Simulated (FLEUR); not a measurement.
**Ge: band structure with LDA (Perdew-Zunger)**

**The experiment to reproduce.**

From “Electronic and optical properties of SixGe1-x-ySny alloys lattice-matched to Ge”, 2021, arxiv:2109.02782, for a bulk crystal of Ge at 293 K: band gap 0.666 eV (indirect).

Crystal: Ge.

```xyz
2
Lattice="0.0000 2.8289 2.8289 2.8289 0.0000 2.8289 2.8289 2.8289 0.0000" Properties=species:S:1:pos:R:3 pbc="T T T"
Ge    4.2434    4.2434    4.2434
Ge    2.8289    2.8289    2.8289
```

```yaml
Program: FLEUR MaX-R8.1 (later development tree)
Task: band structure
Functional: LDA (Perdew-Zunger)
Potentials_or_basis: all-electron
Basis: FLAPW
Kmax: 4.58 1/bohr
k_mesh: 8 × 8 × 8
Occupations: fermi-dirac, width 0.05 eV
Spin: no spin polarisation
Gmax: 14.2 1/bohr
Muffin-tin_radii: Ge 2.14 bohr
lmax: Ge 9
Local_orbitals_a_species: Ge 6
Max_iterations: 60
Mixing_factor: 0.05
Mixer: Anderson
Mixer_history: 15
Density_convergence: 1e-05 me/bohr^3
```

The band gap along the path is none (metal or under the smearing width) and the valence electrons inside the program's atomic spheres are Ge 19.96 (radii Ge 2.14 bohr).

Levels at the corners of the path, in eV from the Fermi level:
| point | band 19 | band 20 | band 21 | band 22 | band 23 | band 24 | band 25 | band 26 |
| --- | --- | --- | --- | --- | --- | --- | --- | --- |
| Γ | -12.80 | -0.16 | 0.02 | 0.02 | 0.02 | 2.55 | 2.55 | 2.55 |
| X | -8.92 | -8.92 | -3.05 | -3.05 | 0.68 | 0.68 | 9.42 | 9.42 |
| W | -8.82 | -8.82 | -3.89 | -3.89 | 4.27 | 4.27 | 4.67 | 4.67 |
| K | -9.39 | -8.33 | -4.33 | -2.61 | 1.09 | 4.03 | 7.12 | 7.34 |
| Γ | -12.80 | -0.16 | 0.02 | 0.02 | 0.02 | 2.55 | 2.55 | 2.55 |
| L | -10.71 | -7.62 | -1.38 | -1.38 | 0.07 | 3.74 | 3.74 | 6.99 |
| U | -9.39 | -8.33 | -4.33 | -2.61 | 1.09 | 4.03 | 7.12 | 7.34 |
| W | -8.82 | -8.82 | -3.89 | -3.89 | 4.27 | 4.27 | 4.67 | 4.67 |
| L | -10.71 | -7.62 | -1.38 | -1.38 | 0.07 | 3.74 | 3.74 | 6.99 |
| K | -9.39 | -8.33 | -4.33 | -2.61 | 1.09 | 4.03 | 7.12 | 7.34 |
| U | -9.39 | -8.33 | -4.33 | -2.61 | 1.09 | 4.03 | 7.12 | 7.34 |
| X | -8.92 | -8.92 | -3.05 | -3.05 | 0.68 | 0.68 | 9.42 | 9.42 |

Core levels (eV from the Fermi level):
```
atom                                                       levels
1 Ge  1s1/2 -10933.3, 2s1/2 -1364.2, 2p1/2 -1214.3, 2p3/2 -1182.4
2 Ge  1s1/2 -10933.3, 2s1/2 -1364.2, 2p1/2 -1214.3, 2p3/2 -1182.4
```

Wall time 42 s on 1 thread of Arm Neoverse V1 (shared host), peak memory 0.06 GiB.

Against the measured gap of Ge, 0.666 eV (indirect; 293 K; “Electronic and optical properties of SixGe1-x-ySny alloys lattice-matched to Ge”, 2021, arxiv:2109.02782), the calculated 0.00 eV is off by -0.67 eV. 3 values of this kind are on record (0.666 to 0.807 eV); this one was drawn at random among those near their median. Spin-orbit coupling on Ge is left out. The value is that of LDA (Perdew-Zunger), without temperature or zero-point motion.

Caveat: this crystal is a semiconductor, whose small gap the functional closes, so the metal is an error of the method.
